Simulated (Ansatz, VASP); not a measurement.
**SnO in VASP and in Ansatz**

```
Sn O
1.0
     5.90497    0.00000    0.00000
     0.00000    3.30603    0.00000
     0.00000    0.00000    3.78591
Sn O
2 2
Cartesian
  4.4287 0.0000 2.3163
  1.4762 0.0000 1.4696
  4.4287 1.6530 -0.2351
  1.4762 1.6530 4.0210
```

Alike in both runs: functional PBE; k mesh 4 × 6 × 4; occupations gaussian, width 0.1 eV; no spin polarisation.

Ansatz relaxed the structure, and its values are those at the end. VASP's run is a single point on that final structure, the one shown.

|  | VASP | Ansatz |
| --- | --- | --- |
| version | VASP 6.6.1 | Ansatz 0.2.0 |
| potentials or method | VASP PAW PBE potentials, release 64 (Sn_d, O) | scalar-relativistic, plane waves, PAW |
| plane-wave cutoff (eV) | 520 | 420 |
| valence electrons in the cell | 40 | 40 |

VASP gave:

* gap on the k mesh at the Fermi level (eV): none
* pressure (GPa): 0.1
* rms of the force components (eV/Å): 0.018

Problem. Which values does Ansatz return?

Solution. gap on the k mesh at the Fermi level (eV): none; pressure (GPa): -0.1; rms of the force components (eV/Å): 0.022.

A gap of «none» marks a metal or a gap that the smearing closes.

Caveats: the k mesh is coarse (spacing up to 0.41 Å⁻¹), so the values aren't converged.
